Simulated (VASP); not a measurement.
# GeSe in VASP: relaxation of the atoms with PBEsol

Aim: the relaxation of the atoms of GeSe with PBEsol.

All numbers are computed with VASP 6.6.1; they aren't measurements. Logs are shortened: lines on timing, memory, paths and dates and some standing lists are left out, and cuts for length are marked.

### Step 1. Starting point

The cell holds a slab with vacuum, 16 atoms: a = 4.380 Å, b = 10.790 Å, c = 21.730 Å, α = 90.00°, β = 90.00°, γ = 90.00°.

### Step 2. Relaxation of the atoms, PBEsol

File INCAR:

```
SYSTEM = GeSe
ALGO     = Normal         ! electronic algorithm
DIPOL    = 0.5 0.5 0.500
EDIFF    = 1E-7           ! SCF threshold, eV
EDIFFG   = -0.015         ! ionic threshold
ENCUT    = 520            ! plane-wave cutoff, eV
GGA      = PS             ! functional
IBRION   = 2              ! ionic algorithm
IDIPOL   = 3            
ISIF     = 2              ! what is computed and relaxed
ISMEAR   = 0              ! smearing method
KPAR     = 4            
LASPH    = .TRUE.         ! aspherical terms in the spheres
LCHARG   = .FALSE.        ! write CHGCAR
LDIPOL   = .TRUE.       
LREAL    = .FALSE.        ! projectors in reciprocal space
LWAVE    = .FALSE.        ! write WAVECAR
NELM     = 60             ! most SCF steps
NSW      = 100            ! ionic steps
PREC     = Accurate       ! precision mode
SIGMA    = 0.05           ! smearing width, eV
```

File KPOINTS:

```
k-points
0
G
  6 2 1
  0 0 0
```

File POSCAR:

```
GeSe
1.0
    4.3800000000      0.0000000000      0.0000000000
    0.0000000000     10.7900000000      0.0000000000
    0.0000000000      0.0000000000     21.7300000000
Ge Se
8 8
Direct
    0.8940000000      0.1210000000      0.3681546249
    0.6060000000      0.6210000000      0.3681546249
    0.8940000000      0.1210000000      0.5439484584
    0.6060000000      0.6210000000      0.5439484584
    0.3940000000      0.3790000000      0.4560515416
    0.1060000000      0.8790000000      0.4560515416
    0.3940000000      0.3790000000      0.6318453751
    0.1060000000      0.8790000000      0.6318453751
    0.4970000000      0.8520000000      0.3681546249
    0.0030000000      0.3520000000      0.3681546249
    0.4970000000      0.8520000000      0.5439484584
    0.0030000000      0.3520000000      0.5439484584
    0.9970000000      0.6480000000      0.4560515416
    0.5030000000      0.1480000000      0.4560515416
    0.9970000000      0.6480000000      0.6318453751
    0.5030000000      0.1480000000      0.6318453751
```

Potentials or basis: VASP PAW PBE potentials, release 64 (Ge_d, Se).

Started as:

```sh
$ cat potpaw_PBE.64/Ge_d/POTCAR potpaw_PBE.64/Se/POTCAR > POTCAR
$ mpirun -np 8 vasp_std > vasp.out
```

OUTCAR:

```text
SYSTEM = GeSe
   EDIFF = 1E-7
   EDIFFG = -0.015
   ENCUT = 520
   GGA = PS
   IBRION = 2
   ISIF = 2
   ISMEAR = 0
   LASPH = .TRUE.
   LREAL = .FALSE.
   NELM = 60
   NSW = 100
   PREC = Accurate

 ion  position               nearest neighbor table
   1  0.894  0.121  0.368-  10 2.54  14 2.58
   2  0.606  0.621  0.368-   9 2.54  13 2.58
   3  0.894  0.121  0.544-  12 2.54  16 2.58  14 2.58
   4  0.606  0.621  0.544-  11 2.54  15 2.58  13 2.58
   5  0.394  0.379  0.456-  14 2.54  10 2.58  12 2.58
   6  0.106  0.879  0.456-  13 2.54   9 2.58  11 2.58
   7  0.394  0.379  0.632-  16 2.54  12 2.58
   8  0.106  0.879  0.632-  15 2.54  11 2.58
   9  0.497  0.852  0.368-   2 2.54   6 2.58
  10  0.003  0.352  0.368-   1 2.54   5 2.58
  11  0.497  0.852  0.544-   4 2.54   8 2.58   6 2.58
  12  0.003  0.352  0.544-   3 2.54   7 2.58   5 2.58
  13  0.997  0.648  0.456-   6 2.54   2 2.58   4 2.58
  14  0.503  0.148  0.456-   5 2.54   1 2.58   3 2.58
  15  0.997  0.648  0.632-   8 2.54   4 2.58
  16  0.503  0.148  0.632-   7 2.54   3 2.58

  LATTYP: Found a simple orthorhombic cell.
 ALAT       =     4.3800000000
 B/A-ratio  =     2.4634703196
 C/A-ratio  =     4.9611872146

  Lattice vectors:

 A1 = (   4.3800000000,   0.0000000000,   0.0000000000)
 A2 = (   0.0000000000,  10.7900000000,   0.0000000000)
 A3 = (   0.0000000000,   0.0000000000,  21.7300000000)

Analysis of symmetry for initial positions (statically):
=====================================================================
 Subroutine PRICEL returns:
 Original cell was already a primitive cell.

 Routine SETGRP: Setting up the symmetry group for a
 simple orthorhombic supercell.

 Subroutine GETGRP returns: Found  4 space group operations
 (whereof  2 operations were pure point group operations)
 out of a pool of  8 trial point group operations.

The static configuration has the point symmetry S_2 .
 The point group associated with its full space group is C_2h.

Analysis of symmetry for dynamics (positions and initial velocities):
=====================================================================
 Subroutine PRICEL returns:
 Original cell was already a primitive cell.

 Routine SETGRP: Setting up the symmetry group for a
 simple orthorhombic supercell.

 Subroutine GETGRP returns: Found  4 space group operations
 (whereof  2 operations were pure point group operations)
 out of a pool of  8 trial point group operations.

The dynamic configuration has the point symmetry S_2 .
 The point group associated with its full space group is C_2h.

 Subroutine INISYM returns: Found  4 space group operations
 (whereof  2 operations are pure point group operations),
 and found     1 'primitive' translations

----------------------------------------------------------------------------------------

                                     Primitive cell

  volume of cell :    1026.9641

  direct lattice vectors                    reciprocal lattice vectors
     4.380000000  0.000000000  0.000000000     0.228310502  0.000000000  0.000000000
     0.000000000 10.790000000  0.000000000     0.000000000  0.092678406  0.000000000
     0.000000000  0.000000000 21.730000000     0.000000000  0.000000000  0.046019328

  length of vectors
     4.380000000 10.790000000 21.730000000     0.228310502  0.092678406  0.046019328

  position of ions in fractional coordinates (direct lattice)
     0.894000000  0.121000000  0.368154625
     0.606000000  0.621000000  0.368154625
     0.894000000  0.121000000  0.543948458
     0.606000000  0.621000000  0.543948458
     0.394000000  0.379000000  0.456051542
     0.106000000  0.879000000  0.456051542
[... 8 lines left out ...]
     0.997000000  0.648000000  0.631845375
     0.503000000  0.148000000  0.631845375

  ion indices of the primitive-cell ions
   primitive index   ion index
                 1           1
                 2           2
                 3           3
                 4           4
                 5           5
                 6           6
[... 8 lines left out ...]
                15          15
                16          16

----------------------------------------------------------------------------------------

 KPOINTS: k-points

Automatic generation of k-mesh.
[... 28 lines left out ...]
  0.166667  0.500000  0.000000      2.000000
  0.333333  0.500000  0.000000      2.000000
  0.500000  0.500000  0.000000      1.000000
   k-points           NKPTS =      8   k-points in BZ     NKDIM =      8   number of bands    NBANDS=     96
   number of dos      NEDOS =    301   number of ions     NIONS =     16
   total plane-waves  NPLWV = 466560
   dimension x,y,z NGX =    36 NGY =   80 NGZ =  162
   dimension x,y,z NGXF=    72 NGYF=  160 NGZF=  324
   ions per type =               8   8
   NGX,Y,Z   is equivalent  to a cutoff of  13.66, 12.33, 12.39 a.u.
   NGXF,Y,Z  is equivalent  to a cutoff of  27.33, 24.65, 24.79 a.u.
 SYSTEM =  GeSe
   PREC   = accura    normal or accurate (medium, high low for compatibility)
   ISTART =      0    job   : 0-new  1-cont  2-samecut
   ICHARG =      2    charge: 1-file 2-atom 10-const
   ISPIN  =      1    spin polarized calculation?
   LNONCOLLINEAR =      F non collinear calculations
   LSORBIT =      F    spin-orbit coupling
   LASPH  =      T    aspherical Exc in radial PAW
   ENCUT  =  520.0 eV  38.22 Ry    6.18 a.u.   8.14 20.06 40.40*2*pi/ulx,y,z
   NELM   =     60;   NELMIN=  2; NELMDL= -5     # of ELM steps
   EDIFF  = 0.1E-06   stopping-criterion for ELM
   LREAL  =      F    real-space projection
   EDIFFG = -.1E-01   stopping-criterion for IOM
   NSW    =    100    number of steps for IOM
   IBRION =      2    ionic relax: 0-MD 1-quasi-New 2-CG
   NFREE  =      1    steps in history (QN), initial steepest desc. (CG)
   ISIF   =      2    stress and relaxation
   ISYM   =      2    0-nonsym 1-usesym 2-fastsym
   POTIM  = 0.5000    time-step for ionic-motion
   TEBEG  =    0.0;   TEEND  =   0.0 temperature during run
   PSTRESS=    0.0 pullay stress
   NELECT =     160.0000    total number of electrons
   NUPDOWN=      -1.0000    fix difference up-down
   EMIN   =  10.00;   EMAX   =-10.00  energy-range for DOS
   EFERMI =   0.00;   METHOD = LEGACY
   ISMEAR =     0;   SIGMA  =   0.05  broadening in eV -4-tet -1-fermi 0-gaus
   EFERMI_NEDOS =   21; number of points for ismear=-14 and -15
   IALGO  =     38    algorithm
   IMIX   =      4    mixing-type and parameters
     AMIX     =   0.40;   BMIX     =  1.00
     AMIX_MAG =   1.60;   BMIX_MAG =  1.00
  volume/ion in A,a.u.               =      64.19       433.14
  Fermi-wavevector in a.u.,A,eV,Ry     =   0.880906  1.664672 10.558066  0.775996
  Thomas-Fermi vector in A             =   2.001330
   LORBIT       =      0    0 simple, 1 ext, 2 COOP (PROOUT), +10 PAW based schemes
   GGA     = PS    functional components
   LHFCALC =     F    Hartree Fock is set to
   AEXX    =    0.0000 exact exchange contribution
   IVDW    =     0    specifies the selected vdW correction
   LEPSILON=     F    determine dielectric tensor
   LRPA    =     F    only Hartree local field effects (RPA)
 conjugate gradient relaxation of ions
 non-spin polarized calculation
 Gauss-broadening in eV      SIGMA  =   0.05
  energy-cutoff  :      520.00
  volume of cell :     1026.96
 maximum number of plane-waves:     27740
 NGX is ok and might be reduce to    36
   NGX = 17   NGY = 41   NGZ = 81

--------------------------------------- Ionic step        1  -------------------------------------------

 number of electron     160.0000021 magnetization

 Free energy of the ion-electron system (eV)
  ---------------------------------------------------
  ext. energy  EPLUGINS =         0.00000000
  ---------------------------------------------------
  free energy    TOTEN  =       -69.58840469 eV

  energy without entropy =      -69.58840469  energy(sigma->0) =      -69.58840469

------------------------ aborting loop because EDIFF is reached ----------------------------------------

  FORCE on cell =-STRESS in cart. coord.  units (eV):
  Direction    XX          YY          ZZ          XY          YZ          ZX
  --------------------------------------------------------------------------------------
  -------------------------------------------------------------------------------------
  Total       -8.2984864     -8.4092398     -5.1288631      0.0000000     -3.6155326      0.0000000
  in kB      -12.9465540    -13.1193415     -8.0015921      0.0000000     -5.6406297      0.0000000
  external PRESSURE =     -11.3558292 kB  Pullay stress =       0.0000000 kB
[... 131 lines left out ...]
  FREE ENERGIE OF THE ION-ELECTRON SYSTEM (eV)
  ---------------------------------------------------
  free  energy   TOTEN  =       -70.1694174850 eV

  energy  without entropy=      -70.1694174850  energy(sigma->0) =      -70.16941748

[... ionic steps 4 to 30 ...]

--------------------------------------- Ionic step       31  -------------------------------------------

 number of electron     159.9999972 magnetization

------------------------ aborting loop because EDIFF is reached ----------------------------------------
[... 45 lines left out ...]
--------------------------------------- Ionic step       32  -------------------------------------------

 number of electron     159.9999953 magnetization

 dipolmoment           0.000000      0.000000      0.000000 electrons x Angstroem

------------------------ aborting loop because EDIFF is reached ----------------------------------------

  FORCE on cell =-STRESS in cart. coord.  units (eV):
  Direction    XX          YY          ZZ          XY          YZ          ZX
  --------------------------------------------------------------------------------------
  -------------------------------------------------------------------------------------
  Total      -12.9983042     -0.3476103     -0.1389431      0.0000000      0.1712052      0.0000000
  in kB      -20.2787882     -0.5423105     -0.2167665      0.0000000      0.2670990      0.0000000
  external PRESSURE =      -7.0126217 kB  Pullay stress =       0.0000000 kB
[... 37 lines left out ...]
--------------------------------------- Ionic step       33  -------------------------------------------

 number of electron     159.9999930 magnetization

 dipolmoment           0.000000      0.000000     -0.000000 electrons x Angstroem

 Free energy of the ion-electron system (eV)
  ---------------------------------------------------
  ext. energy  EPLUGINS =         0.00000000
  ---------------------------------------------------
  free energy    TOTEN  =       -71.12115967 eV

  energy without entropy =      -71.12115967  energy(sigma->0) =      -71.12115967

 E-fermi :  -1.7518     XC(G=0):  -4.1983

 val. band max:       -1.9877637630   @ k =   0.0000   0.0000   0.0000
 cond. band min:      -1.3833897172   @ k =   0.0000   0.0000   0.0000
 fundamental gap:      0.6043740457
 Fermi energy:        -1.7517647167

 k-point     1 :       0.0000    0.0000    0.0000
  band No.  band energies     occupation
      1     -26.3899      2.00000
      2     -26.3898      2.00000
      3     -26.3894      2.00000
      4     -26.3894      2.00000
      5     -26.3768      2.00000
      6     -26.3767      2.00000
[... 749 lines left out ...]
     91       1.9201      0.00000
     92       1.9201      0.00000
 [bands above 92 left out]

------------------------ aborting loop because EDIFF is reached ----------------------------------------

 vacuum level on the upper side and lower side of the slab       (xc-potential included)        -0.006        -0.006

  FORCE on cell =-STRESS in cart. coord.  units (eV):
  Direction    XX          YY          ZZ          XY          YZ          ZX
  --------------------------------------------------------------------------------------
  -------------------------------------------------------------------------------------
  Total      -12.9540907     -0.1272528     -0.0651494      0.0000000      0.0861372      0.0000000
  in kB      -20.2098101     -0.1985284     -0.1016403      0.0000000      0.1343835      0.0000000
  external PRESSURE =      -6.8366596 kB  Pullay stress =       0.0000000 kB
[... 31 lines left out ...]
  FREE ENERGIE OF THE ION-ELECTRON SYSTEM (eV)
  ---------------------------------------------------
  free  energy   TOTEN  =       -71.1211596730 eV

  energy  without entropy=      -71.1211596730  energy(sigma->0) =      -71.12115967

 reached required accuracy - stopping structural energy minimisation

 vacuum level on the upper side and lower side of the slab         3.326         3.326
```

Wall time 51 min (8 MPI ranks of AMD EPYC 9R45 (Zen 5), shared host); peak memory 0.84 GiB.

What came out:

```
Free energy                  : -71.1212 eV
Energy gained by relaxing    : 95.8 meV/atom
Ionic steps                  : 33
Largest force after relaxing : 0.014 eV/Å
Band gap on the k mesh       : 0.60 eV, direct
```

Forces in eV/Å, atoms in the order of the input:
```
Ge   0.001 -0.004 -0.002
Ge  -0.001 -0.004 -0.002
Ge   0.001  0.006 -0.009
Ge  -0.001  0.006 -0.009
Ge   0.001 -0.006  0.009
Ge  -0.001 -0.006  0.009
Ge   0.001  0.004  0.002
Ge  -0.001  0.004  0.002
Se   0.000  0.000 -0.003
Se   0.000  0.000 -0.003
Se   0.013 -0.004 -0.003
Se  -0.013 -0.004 -0.003
Se   0.013  0.004  0.003
Se  -0.013  0.004  0.003
Se   0.000  0.000  0.003
Se   0.000  0.000  0.003
```

The path:
```csv
step,energy change (eV),largest force (eV/Å),pressure (GPa)
1,0.0000,0.9915,-1.14
2,-0.3412,0.7256,-0.91
3,-0.5810,0.4884,-0.39
4,-0.7343,0.4834,-0.46
5,-1.0395,0.6186,-0.60
6,-0.7403,1.4903,-0.56
7,-1.0876,0.8310,-0.64
8,-1.1951,0.6949,-0.70
9,-1.3573,0.4949,-0.85
10,-1.3597,0.5011,-0.87
11,-1.4151,0.3503,-0.77
12,-1.4563,0.1289,-0.56
13,-1.4653,0.1080,-0.58
14,-1.4832,0.0827,-0.66
15,-1.4791,0.1688,-0.80
16,-1.4880,0.1186,-0.72
17,-1.4970,0.0606,-0.65
18,-1.4987,0.0657,-0.61
19,-1.5034,0.0655,-0.62
20,-1.5074,0.0949,-0.66
21,-1.5108,0.0728,-0.65
22,-1.5167,0.0461,-0.64
23,-1.5172,0.0608,-0.64
24,-1.5206,0.0512,-0.66
25,-1.5260,0.0481,-0.73
26,-1.5263,0.0663,-0.76
27,-1.5295,0.0372,-0.72
28,-1.5299,0.0332,-0.70
29,-1.5308,0.0289,-0.70
30,-1.5317,0.0283,-0.71
31,-1.5318,0.0303,-0.71
32,-1.5324,0.0210,-0.70
33,-1.5328,0.0140,-0.68
```

Final structure:
```xyz
16
Lattice="4.3800 0.0000 0.0000 0.0000 10.7900 0.0000 0.0000 0.0000 21.7300" Properties=species:S:1:pos:R:3 pbc="T T T"
Ge    4.1922    1.3042    8.4613
Ge    2.3778    6.6992    8.4613
Ge    3.9776    1.4091   12.2750
Ge    2.5924    6.8041   12.2750
Ge    1.7876    3.9859    9.4550
Ge    0.4024    9.3809    9.4550
Ge    2.0022    4.0908   13.2687
Ge    0.1878    9.4858   13.2687
Se    2.3313    9.0898    7.8366
Se    4.2387    3.6948    7.8366
Se    2.2158    9.2939   11.7365
Se    4.3542    3.8989   11.7365
Se    0.0258    6.8911    9.9935
Se    2.1642    1.4961    9.9935
Se    0.1413    7.0952   13.8934
Se    2.0487    1.7002   13.8934
```

Caveat: the PAW data sets were made with another functional, which shifts forces and pressure a little; without dispersion, layers of such crystals drift apart on relaxing, which shifts levels and gaps; volumes and pressures include the vacuum.
